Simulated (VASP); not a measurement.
Output of a VASP run:

File OSZICAR:
```
       N       E                     dE             d eps       ncg     rms          rms(c)
DAV:   1    -0.695646194426E+01   -0.69565E+01   -0.13357E+00   624   0.224E+01    0.945E+00
DAV:   2    -0.694802802313E+01    0.84339E-02   -0.16046E-01   491   0.826E+00    0.609E+00
DAV:   3    -0.694884742918E+01   -0.81941E-03   -0.15765E-02   506   0.194E+00    0.374E+00
DAV:   4    -0.694862415209E+01    0.22328E-03   -0.95742E-04   471   0.471E-01    0.221E+00
DAV:   5    -0.694854746470E+01    0.76687E-04   -0.18038E-04   525   0.153E-01    0.132E+00
DAV:   6    -0.694853365200E+01    0.13813E-04   -0.39492E-05   456   0.625E-02    0.793E-01
DAV:   7    -0.694852839534E+01    0.52567E-05   -0.34224E-06   438   0.227E-02    0.475E-01
DAV:   8    -0.694852648915E+01    0.19062E-05   -0.83494E-07   248   0.863E-03    0.284E-01
DAV:   9    -0.694852572430E+01    0.76485E-06   -0.44973E-07   238   0.547E-03
   1 F= -.69485257E+01 E0= -.69485257E+01  d E =-.154872E-17
```

**OUTCAR**
```
------------------------ aborting loop because EDIFF is reached ----------------------------------------
  FORCE on cell =-STRESS in cart. coord.  units (eV):
  Direction    XX          YY          ZZ          XY          YZ          ZX
  --------------------------------------------------------------------------------------
  Total        0.0612307      0.0612307      0.0612307      0.0000000      0.0000000     -0.0000000
  in kB        1.7653655      1.7653655      1.7653655      0.0000000      0.0000000     -0.0000000
  external PRESSURE =       1.7653655 kB  Pullay stress =       0.0000000 kB
  volume of cell :       55.57
      direct lattice vectors                 reciprocal lattice vectors
     0.000000000  3.028807587  3.028807587    -0.165081467  0.165081467  0.165081467
     3.028807587  0.000000000  3.028807587     0.165081467 -0.165081467  0.165081467
     3.028807587  3.028807587  0.000000000     0.165081467  0.165081467 -0.165081467
 POSITION                                       TOTAL-FORCE (eV/Angst)
 -----------------------------------------------------------------------------------
      0.00000      0.00000      0.00000         0.000000      0.000000      0.000000
      1.51440      1.51440      1.51440        -0.000000     -0.000000     -0.000000
 -----------------------------------------------------------------------------------
    total drift:                                0.000089      0.000051      0.000045
  FREE ENERGIE OF THE ION-ELECTRON SYSTEM (eV)
  ---------------------------------------------------
  free  energy   TOTEN  =        -6.9485257243 eV

  energy  without entropy=       -6.9485257243  energy(sigma->0) =       -6.94852572

  exchange ACFDT corr.  =         0.00000000  see jH, gK, PRB 81, 115126
```
(Selected blocks of OUTCAR.)

### POSCAR
```
ZnTe
1
    0.0000000000     3.0288075875     3.0288075875
    3.0288075875     0.0000000000     3.0288075875
    3.0288075875     3.0288075875     0.0000000000
Zn Te
1 1
Direct
  0.0000000000   0.0000000000   0.0000000000
  0.2500000000   0.2500000000   0.2500000000
```

### Question
Write an INCAR and KPOINTS that could have produced this output.

### Answer
One answer among several that fit: the input of the run itself, HSEsol screened hybrid, plane waves, VASP's PBE PAW potentials (set 64).

**INCAR**
```
! general
SYSTEM   = ZnTe
PREC     = Accurate
ENCUT    = 520
LREAL    = .FALSE.
LASPH    = .TRUE.
ISYM     = 3

! electronic loop
EDIFF    = 1E-6
NELM     = 60
ALGO     = Normal
LMAXMIX  = 4

! smearing
ISMEAR   = 0
SIGMA    = 0.05

! functional
GGA      = PS
LHFCALC  = .TRUE.
AEXX     = 0.25
HFSCREEN = 0.2
PRECFOCK = Fast

! ions
ISIF     = 2

! output
LWAVE    = .FALSE.
LCHARG   = .FALSE.
```

File KPOINTS:
```
Automatic mesh
0
Gamma
6 6 6
0 0 0
```

POTCAR, in this order: Zn Te (PBE.64 set). Program: vasp_std. Read from the step before: WAVECAR.

The compound is ZnTe in the zinc blende structure. This cell is one point of a volume scan, at 0.94 of the reference volume. The cell's shape comes from a PBE relaxation.
